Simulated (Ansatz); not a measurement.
# The stack of 1T-TiSTe under arsenene, shifted by a third of the diagonal under a gate, part 2 of 3

Aim: charge, voltage and capacitance of the stack of 1T-TiSTe under arsenene, shifted by a third of the diagonal in a field-effect set-up.

Ansatz 0.2.0; plane-wave DFT, PBE-D3(BJ), Ansatz PAW.

So far. Step 2 (Relaxing the slab): The lattice constant a goes from 3.595 to 3.546 Å.

## 3. Gated layer, added electrons 0, start network

The slab is cut off from its images along the normal. A charged sheet stands for each gate, the layer takes the opposite charge, and a barrier ahead of the sheet keeps electrons from leaking to it. The uncharged case sets the zero; a dense mesh is needed because few carriers fill a small part of the zone.

The cell differs from the one that the last finished run ended in (c 46.572 → 45.355 Å).

Contents of input.yaml:

```yaml
crystal:
  lattice:
    - [3.5455056279, 0.0, 0.0]
    - [-1.7727528139, 3.070497943, 0.0]
    - [0.0, 0.0, 45.3545579622]
  atoms:
    - { symbol: Te, position: [0.6666666667, 0.3333333333, 0.416716662] }
    - { symbol: Ti, position: [0.0, 0.0, 0.4586041708] }
    - { symbol: S, position: [0.3333333333, 0.6666666667, 0.4860972221] }
    - { symbol: As, position: [0.0, 0.0, 0.5523292502] }
    - { symbol: As, position: [0.6666666667, 0.3333333333, 0.583283338] }
  periodic: [true, true, false]
  symmetry: { detect: true }
kpoints:
  mp_grid: { grid: [78, 78, 1] }
  band_path:
    path: [[0, 0, 0], [0.5, 0, 0], [0.33333333, 0.33333333, 0], [0, 0, 0]]
    npoints: 16
hamiltonian:
  xc: pbe
  dispersion: d3bj
scf:
  occupations: { method: fermi_dirac, width: 0.02585 }
  convergence: { dr2_threshold: 1.0e-10 }
output:
  forces: true
  eigenvalues: true
  dos: { projected: true, e_range: [-3, 3], de: 0.01 }
  write_potential: true
  write_density: true
  volumetric_format: npy
  elf: true
external_charges:
  - { charge: 0, barrier: 10, axis: 3, height: 29.455, sigma: 0.25 }
```

Launch:

```
ansatz run input.yaml --threads 8 --pin off --max-ram 12288MiB --backend cpu --events-out ev --progress --plain --runs-dir out
```

Numbers of over 12 decimals in the logs are rounded to 6 here.

What it wrote:

```text
[...]
Crystal: 5 atoms, lattice volume = 493.751 Å³
Basis set: ecut = 420 eV, 9529 PW (Γ), exchange–correlation on 48×48×640 points (8 copies of the dense FFT grid, shifted against one another)
Bands: 39, of which v1, the nominal top of the filled ones, is band 32 counted from 1 (31 counted from 0)
Symmetry: 6 space group operations
[...]
k-points: 547 of 6084 (time reversal used)
[...]
SCF iter   1: F=—  HF=-20098.659320 eV  |F-HF|=—  |Δ(HF+E_count)|=         —  Δρ=2.19e-3  dr2=1.60e-1  ethr=1.77e-3  ⟨swp⟩=16.1  Hψ=141818  notcnv=0  defer=24
[...]
SCF iter  12: F=-20098.635538 eV  HF=-20098.635538 eV  |F-HF|=8.91e-10  |Δ(HF+E_count)|=   4.97e-9  Δρ=6.65e-8  dr2=2.51e-11  ethr=1.00e-12  ⟨swp⟩=23.4  Hψ=176665  notcnv=0
SCF 1 converged in 12 iterations: F = -20098.635538 eV  dr2 = 2.51e-11
[...]
NSCF: frozen V_eff on 49 k-points
WARN: The output density's exchange-correlation potential varies sharply where the density is thin. Do not read a vacuum level from v_tot or v_xc, or from such a field of the output density. On a cell that repeats whose density bears no net charge and no dipole along the vacuum's axis use v_es (v_loc + v_h of the components); under efield.dipole_correction with no amplitude use v_es + v_field, which holds any externa [...]
SCF converged after 12 iterations
Free energy (F): -20098.635538 eV
[...]
Internal energy: -20098.631754 eV  (E = F + TS)
E sigma→0 (E₀):  -20098.633646 eV
Entropy (-TS):   -0.003784 eV (-0.757 meV/atom)
Fermi energy:    -4.812863 eV
[...]
--- Forces (eV/Å), atoms and charges each counted from 1 ---
  atom   1  Te     0.00000000    -0.00000000     0.00388852
  atom   2  Ti     0.00000000     0.00000000     0.00882173
  atom   3  S      0.00000000     0.00000000    -0.01459623
  atom   4  As     0.00000000     0.00000000     0.02062394
  atom   5  As    -0.00000000     0.00000000    -0.06196282
  external charge   1     0.00000000     0.00000000     0.04322463
  max |Σ_I F_I| component, the external charges' with the atoms': 2.37e-7 eV/Å
--- Band table (eV; the first three rows and the last of 547) ---
  k-point 0: bands = [... 28 lower, -4.8661, -4.8661, -4.5276, -4.5276, -3.7999, -3.7999, -3.6644, -2.4992, ... 3 higher]
  k-point 1: bands = [... 28 lower, -4.8967, -4.8719, -4.5363, -4.5343, -3.8354, -3.7941, -3.6288, -2.4753, ... 3 higher]
  k-point 2: bands = [... 28 lower, -4.9831, -4.8891, -4.5629, -4.5537, -3.9012, -3.7775, -3.5631, -2.4081, ... 3 higher]
  k-point 546: bands = [... 28 lower, -7.5340, -7.1310, -7.0729, -6.9812, -3.8745, -3.7969, -3.7677, -3.0432, ... 3 higher]
```

Elapsed: 3.1 min, on 8 threads of Arm Neoverse V2, shared host; peak memory 6.4 GiB; 25 min of CPU time.

Numbers from this step:

- energy at zero smearing: -20098.6336 eV
- potential beyond the upper barrier and gate, less the barrier, from the Fermi level: 4.985 eV

Running mean over a fixed 2.7 Å (it still follows the layers) of the planar mean; beyond a gate it holds the 10 eV model barrier. The electron's electrostatic potential energy less the Fermi level by z:

| z (Å) | electron's electrostatic potential energy less the Fermi level (eV) |
| --- | --- |
| 4 | 4.64 |
| 6 | 4.64 |
| 8 | 4.64 |
| 10 | 4.64 |
| 12 | 4.64 |
| 14 | 4.64 |
| 16 | 4.53 |
| 18 | 0.814 |
| 20 | -4.83 |
| 22 | -4.57 |
| 24 | 0.901 |
| 26 | -2.78 |
| 28 | 3.14 |
| 30 | 12.0 |
| 32 | 15.0 |
| 34 | 15.0 |
| 36 | 15.0 |
| 38 | 15.0 |
| 40 | 15.0 |

The density of states has structure finer than the step of the table below, so its rows give means over 0.2 eV, whole bins alone (the curve runs from -3 to 1.99 eV). Peaks (eV: height): -2.19: 11.6, -1.72: 6.50, -0.55: 8.03, -0.50: 9.47, 1.11: 9.67, 1.23: 21.5, 1.38: 15.1.

Density of states against energy, zero at the Fermi level; means over each step:

| energy (eV) | density of states (states/eV a cell) |
| --- | --- |
| -2.8 | 2.43 |
| -2.6 | 2.09 |
| -2.4 | 2.13 |
| -2.2 | 5.53 |
| -2.0 | 4.33 |
| -1.8 | 4.59 |
| -1.6 | 4.62 |
| -1.4 | 2.59 |
| -1.2 | 2.42 |
| -1.0 | 2.52 |
| -0.8 | 2.89 |
| -0.6 | 3.56 |
| -0.4 | 2.36 |
| -0.2 | 0.791 |
| 0.0 | 1.61 |
| 0.2 | 2.25 |
| 0.4 | 3.76 |
| 0.6 | 2.34 |
| 0.8 | 0.617 |
| 1.0 | 2.66 |
| 1.2 | 8.53 |
| 1.4 | 7.41 |
| 1.6 | 2.49 |
| 1.8 | 1.41 |

Projected DOS per atom over height of the atomic layer and energy from the Fermi level. Layers: Te Ti S As As from below.

Values in states/eV, 22 rows by 5 columns, each cell a mean:
```
0.0 0.2 0.0 0.6 0.6
0.3 0.7 0.2 0.3 0.3
0.8 5.2 0.4 0.1 0.1
1.2 6.0 0.4 0.1 0.1
0.4 1.5 0.1 0.0 0.0
0.1 0.7 0.1 0.0 0.0
0.3 2.5 0.3 0.0 0.0
0.3 2.4 0.3 0.0 0.0
0.1 1.4 0.2 0.0 0.0
0.1 0.4 0.0 0.1 0.1
0.3 0.5 0.1 0.7 0.7
0.4 0.6 0.1 1.0 1.0
0.8 0.5 0.2 0.6 0.6
0.6 0.4 0.1 0.6 0.6
0.6 0.3 0.1 0.7 0.7
1.1 0.4 0.4 0.8 0.9
1.7 0.4 0.8 0.9 1.0
1.7 0.5 0.7 0.7 0.7
2.5 0.7 0.6 0.6 0.6
0.6 0.2 0.4 0.6 0.7
0.3 0.2 0.3 0.6 0.7
0.5 0.7 1.1 0.6 0.6
```
Columns: height of the atomic layer (Å) from 18.9 to 26.5 (not evenly spaced); rows upwards: energy from the Fermi level (eV) from -2.98 to 1.97.

The electronic bands at the labelled points (eV, zero at the Fermi level):

| point | band 29 | band 30 | band 31 | band 32 | band 33 | band 34 | band 35 | band 36 |
| --- | --- | --- | --- | --- | --- | --- | --- | --- |
| Γ | -0.05 | -0.05 | 0.29 | 0.29 | 1.01 | 1.01 | 1.15 | 2.31 |
| halfway | -1.66 | -1.27 | -0.58 | -0.55 | 0.23 | 1.20 | 1.40 | 1.73 |
| M | -2.20 | -2.03 | -1.72 | -0.81 | -0.07 | 1.23 | 1.45 | 1.89 |
| halfway | -2.71 | -2.28 | -2.13 | -1.71 | 0.47 | 1.23 | 1.31 | 2.35 |
| K | -2.72 | -2.32 | -2.26 | -2.17 | 0.94 | 1.02 | 1.05 | 1.77 |
| halfway | -2.46 | -1.64 | -1.33 | -0.55 | 0.43 | 1.02 | 1.58 | 2.28 |
| Γ | -0.05 | -0.05 | 0.29 | 0.29 | 1.01 | 1.01 | 1.15 | 2.31 |

Force by atom:

| atom | x (eV/Å) | y (eV/Å) | z (eV/Å) | size |
| --- | --- | --- | --- | --- |
| Te1 | 0.0000 | 0.0000 | 0.0039 | 0.0039 |
| Ti2 | 0.0000 | 0.0000 | 0.0088 | 0.0088 |
| S3 | 0.0000 | 0.0000 | -0.0146 | 0.0146 |
| As4 | 0.0000 | 0.0000 | 0.0206 | 0.0206 |
| As5 | 0.0000 | 0.0000 | -0.0620 | 0.0620 |

Valence density in the ca plane at fractional y = 0.333, with atoms of Te and As within 0.2 Å of it. It is the smooth field of the valence electrons, not physical close to the nuclei.

Ten steps, logarithmic in the rise over the least value, from '0' (0 e/Å³) to '9' (26 e/Å³), each cell a mean:
```
00000000000000000123321110111000000011222210
00000000000000001256642100000000000001257631
00000000000000001378862100000000000001389852
00000000000000001368752100000000000001378742
00000000000000001234432100000000000011234421
00000000000000000112211111111100000111111110
00000000000000000001111111122110000111111000
00000000000000000000110111222110001111110000
00000000000000000011111111111100000111111100
```
Columns run along c (16.0 Å, from fractional 0.26 to 0.61 of the cell), rows up along a (3.5 Å). Atoms in or near the plane, at fractional coordinates: Te at (0.42, 0.67), As at (0.58, 0.67).

Electrostatic potential energy in the ca plane at fractional y = 0.333, with atoms of Te and As within 0.2 Å of it. With pseudopotentials it is smooth inside the atoms' cores, unlike the true potential.

Ten even steps from '0' (-22 eV) to '9' (0 eV), each cell a mean:
```
99999999999999998510026777788999999887621258
99999999999999997138712788899999999987126316
99999999999999985089961688999999999986079924
99999999999999996079941788999999999986059715
99999999999999997303204788889999999987401037
99999999999999998752357766778899998877765579
99999999999999999988887654566789998655788899
99999999999999999988887644556789998644688999
99999999999999999876677655667899998766777889
```
Columns run along c (16.0 Å, from fractional 0.26 to 0.61 of the cell; values clipped at the 3rd and 97th percentile), rows up along a (3.5 Å). Atoms in or near the plane, at fractional coordinates: Te at (0.42, 0.67), As at (0.58, 0.67).

ELF in the ca plane at fractional y = 0.333, with atoms of Te and As within 0.2 Å of it. It is the smooth field of the valence electrons, not physical close to the nuclei.

Ten even steps from '0' (0.00) to '9' (0.88), each cell a mean:
```
00000000135787655663113554200134566677887420
00000001358986312565211110000012455447999742
00000001468974000466310000000001344235999862
00000001368985101466310000000001355336999852
00000000247886434664212332100023466668998631
00000000013677666752114776300255666667764210
00000000000123445420025898511476655432210000
00000000000011233310026898611477654321000000
00000000001345666631025887410366666555432100
```
Columns run along c (16.0 Å, from fractional 0.30 to 0.65 of the cell), rows up along a (3.5 Å). Atoms in or near the plane, at fractional coordinates: Te at (0.42, 0.67), As at (0.58, 0.67).

There is no gap.

## 4. Gated layer, added electrons 1×10¹³ per cm², start atoms

input.yaml, the sections that differ from step 3:

```yaml
total_charge: -0.010886
kpoints:
  mp_grid: { grid: [78, 78, 1] }
output:
  forces: true
  eigenvalues: true
  write_potential: true
  write_density: true
  volumetric_format: npy
external_charges:
  - { charge: 0, barrier: 10, axis: 3, height: 29.455, sigma: 0.25 }
  - { charge: 0.010886, axis: 3, height: 30.955, sigma: 0.42 }
# crystal, hamiltonian, scf: as in step 3
```

What it wrote:

```text
[...]
Crystal: 5 atoms, lattice volume = 493.751 Å³
Basis set: ecut = 420 eV, 9529 PW (Γ), exchange–correlation on 48×48×640 points (8 copies of the dense FFT grid, shifted against one another)
Bands: 39, of which v1, the nominal top of the filled ones, is band 32 counted from 1 (31 counted from 0)
Symmetry: 6 space group operations
[...]
k-points: 547 of 6084 (time reversal used)
[...]
SCF iter   1: F=—  HF=-20099.342740 eV  |F-HF|=—  |Δ(HF+E_count)|=         —  Δρ=1.68e-2  dr2=3.38e0  ethr=3.10e-3  ⟨swp⟩=17.9  Hψ=144587  notcnv=0
[...]
SCF iter  13: F=-20098.686311 eV  HF=-20098.686311 eV  |F-HF|=5.82e-10  |Δ(HF+E_count)|=   2.06e-9  Δρ=5.88e-8  dr2=3.48e-11  ethr=1.00e-12  ⟨swp⟩=22.1  Hψ=184558  notcnv=0
SCF 1 converged in 13 iterations: F = -20098.686311 eV  dr2 = 3.48e-11
[...]
SCF converged after 13 iterations
Free energy (F): -20098.686311 eV
[...]
Internal energy: -20098.682558 eV  (E = F + TS)
E sigma→0 (E₀):  -20098.684434 eV
Entropy (-TS):   -0.003752 eV (-0.750 meV/atom)
Fermi energy:    -4.467669 eV
[...]
--- Forces (eV/Å), atoms and charges each counted from 1 ---
  atom   1  Te     0.00000000     0.00000000     0.00753128
  atom   2  Ti     0.00000000     0.00000000    -0.00880711
  atom   3  S      0.00000000     0.00000000     0.00228621
  atom   4  As    -0.00000000    -0.00000000     0.02150117
  atom   5  As    -0.00000000     0.00000000    -0.06803096
  external charge   1     0.00000000     0.00000000     0.04650375
  external charge   2     0.00000000     0.00000000    -0.00098360
  max |Σ_I F_I| component, the external charges' with the atoms': 7.35e-7 eV/Å
--- Band table (eV; the first three rows and the last of 547) ---
  k-point 0: bands = [... 28 lower, -4.6140, -4.6140, -4.1840, -4.1840, -3.4579, -3.4579, -3.3397, -2.2424, ... 3 higher]
  k-point 1: bands = [... 28 lower, -4.6444, -4.6198, -4.1926, -4.1907, -3.4956, -3.4521, -3.3017, -2.2187, ... 3 higher]
  k-point 2: bands = [... 28 lower, -4.7303, -4.6370, -4.2193, -4.2102, -3.5623, -3.4354, -3.2346, -2.1522, ... 3 higher]
  k-point 546: bands = [... 28 lower, -7.2005, -6.8510, -6.7670, -6.7177, -3.5313, -3.4532, -3.4316, -2.7790, ... 3 higher]
```

It took 3.3 min on 8 threads; peak memory 6.3 GiB.

This step gave:

- energy at zero smearing: -20098.6844 eV
- potential beyond the upper barrier and gate, less the barrier, from the Fermi level: 4.297 eV

Force by atom:

| atom | x (eV/Å) | y (eV/Å) | z (eV/Å) | size |
| --- | --- | --- | --- | --- |
| Te1 | 0.0000 | 0.0000 | 0.0075 | 0.0075 |
| Ti2 | 0.0000 | 0.0000 | -0.0088 | 0.0088 |
| S3 | 0.0000 | 0.0000 | 0.0023 | 0.0023 |
| As4 | 0.0000 | 0.0000 | 0.0215 | 0.0215 |
| As5 | 0.0000 | 0.0000 | -0.0680 | 0.0680 |

Against the uncharged case this takes +0.69 V.

## 5. Gated layer, added electrons 2×10¹³ per cm², start atoms

Edit input.yaml of step 4 so:

```diff
@@ -13,3 +13,3 @@
   symmetry: { detect: true }
-total_charge: -0.010886
+total_charge: -0.021773
 kpoints:
@@ -30,2 +30,2 @@
   - { charge: 0, barrier: 10, axis: 3, height: 29.455, sigma: 0.25 }
-  - { charge: 0.010886, axis: 3, height: 30.955, sigma: 0.42 }
+  - { charge: 0.021773, axis: 3, height: 30.955, sigma: 0.42 }
```

What it wrote:

```text
[...]
Crystal: 5 atoms, lattice volume = 493.751 Å³
Basis set: ecut = 420 eV, 9529 PW (Γ), exchange–correlation on 48×48×640 points (8 copies of the dense FFT grid, shifted against one another)
Bands: 39, of which v1, the nominal top of the filled ones, is band 32 counted from 1 (31 counted from 0)
Symmetry: 6 space group operations
[...]
k-points: 547 of 6084 (time reversal used)
[...]
--- Band table (eV; the first three rows and the last of 547) ---
  k-point 0: bands = [... 28 lower, -4.3705, -4.3705, -3.8360, -3.8360, -3.1119, -3.1119, -3.0136, -1.9915, ... 3 higher]
  k-point 1: bands = [... 28 lower, -4.4007, -4.3763, -3.8446, -3.8427, -3.1523, -3.1061, -2.9726, -1.9681, ... 3 higher]
  k-point 2: bands = [... 28 lower, -4.4858, -4.3935, -3.8713, -3.8622, -3.2198, -3.0893, -2.9040, -1.9024, ... 3 higher]
  k-point 546: bands = [... 28 lower, -6.8642, -6.6120, -6.4589, -6.4237, -3.1840, -3.1051, -3.0946, -2.5200, ... 3 higher]
[key lines of the parts left out:]
SCF converged after 13 iterations
Free energy (F): -20098.730006 eV
Fermi energy:    -4.118483 eV
```

The job ended after 3.3 min (8 threads; peak memory 6.4 GiB).

Against the uncharged case this takes +1.38 V.

## 6. Gated layer, added electrons 4×10¹³ per cm², start atoms

Edit input.yaml of step 5 so:

```diff
@@ -13,3 +13,3 @@
   symmetry: { detect: true }
-total_charge: -0.021773
+total_charge: -0.043546
 kpoints:
@@ -30,2 +30,2 @@
   - { charge: 0, barrier: 10, axis: 3, height: 29.455, sigma: 0.25 }
-  - { charge: 0.021773, axis: 3, height: 30.955, sigma: 0.42 }
+  - { charge: 0.043546, axis: 3, height: 30.955, sigma: 0.42 }
```

What it wrote:

```text
[...]
Crystal: 5 atoms, lattice volume = 493.751 Å³
Basis set: ecut = 420 eV, 9529 PW (Γ), exchange–correlation on 48×48×640 points (8 copies of the dense FFT grid, shifted against one another)
Bands: 39, of which v1, the nominal top of the filled ones, is band 32 counted from 1 (31 counted from 0)
Symmetry: 6 space group operations
[...]
k-points: 547 of 6084 (time reversal used)
[...]
--- Band table (eV; the first three rows and the last of 547) ---
  k-point 0: bands = [... 28 lower, -3.8939, -3.8939, -3.1404, -3.1404, -2.4210, -2.4210, -2.3689, -1.4919, ... 3 higher]
  k-point 1: bands = [... 28 lower, -3.9235, -3.8996, -3.1491, -3.1472, -2.4696, -2.4151, -2.3191, -1.4693, ... 3 higher]
  k-point 2: bands = [... 28 lower, -4.0066, -3.9168, -3.1759, -3.1669, -2.5373, -2.3982, -2.2481, -1.4060, ... 3 higher]
  k-point 546: bands = [... 28 lower, -6.1934, -6.1506, -5.9433, -5.7308, -2.4903, -2.4377, -2.4098, -2.0004, ... 3 higher]
[key lines of the parts left out:]
SCF converged after 13 iterations
Free energy (F): -20098.796081 eV
Fermi energy:    -3.422231 eV
```

The job ended after 3.2 min (8 threads; peak memory 6.4 GiB; 25 min of CPU time).

Against the uncharged case this takes +2.77 V.

## 7. Gated layer, added electrons 7×10¹³ per cm², start atoms

Edit input.yaml of step 6 so:

```diff
@@ -13,3 +13,3 @@
   symmetry: { detect: true }
-total_charge: -0.043546
+total_charge: -0.076205
 kpoints:
@@ -30,2 +30,2 @@
   - { charge: 0, barrier: 10, axis: 3, height: 29.455, sigma: 0.25 }
-  - { charge: 0.043546, axis: 3, height: 30.955, sigma: 0.42 }
+  - { charge: 0.076205, axis: 3, height: 30.955, sigma: 0.42 }
```

What it wrote:

```text
[...]
Crystal: 5 atoms, lattice volume = 493.751 Å³
Basis set: ecut = 420 eV, 9529 PW (Γ), exchange–correlation on 48×48×640 points (8 copies of the dense FFT grid, shifted against one another)
Bands: 39, of which v1, the nominal top of the filled ones, is band 32 counted from 1 (31 counted from 0)
Symmetry: 6 space group operations
[...]
k-points: 547 of 6084 (time reversal used)
[...]
--- Band table (eV; the first three rows and the last of 547) ---
  k-point 0: bands = [... 28 lower, -3.1918, -3.1918, -2.1148, -2.1148, -1.4431, -1.4031, -1.4031, -0.7290, ... 3 higher]
  k-point 1: bands = [... 28 lower, -3.2202, -3.1976, -2.1235, -2.1217, -1.4818, -1.3971, -1.3620, -0.7080, ... 3 higher]
  k-point 2: bands = [... 28 lower, -3.2991, -3.2147, -2.1507, -2.1415, -1.5390, -1.3799, -1.2972, -0.6496, ... 3 higher]
  k-point 546: bands = [... 28 lower, -5.4719, -5.2056, -5.1590, -4.7074, -1.5503, -1.4682, -1.3847, -1.1618, ... 3 higher]
[key lines of the parts left out:]
SCF converged after 14 iterations
Free energy (F): -20098.842481 eV
Fermi energy:    -2.399272 eV
```

It took 3.4 min on 8 threads; peak memory 6.4 GiB.

Against the uncharged case this takes +4.82 V.

(Continued in part 3 of 3.)

[Logs are printed without paths, hosts, clocks, repeated set-up lines and the standing remarks that a program may print on its own settings, such as how far it seeks lower states.]

[Hosts, paths, dates, database ids (printed as entryN), source tags and the programs' standing remarks are cut or masked in the printed files.]

[Maps of the electrostatic potential energy from Ansatz leave out the sawtooth potential of an applied field or a dipole correction, so their vacuum need not be flat; planar profiles and work functions include it.]
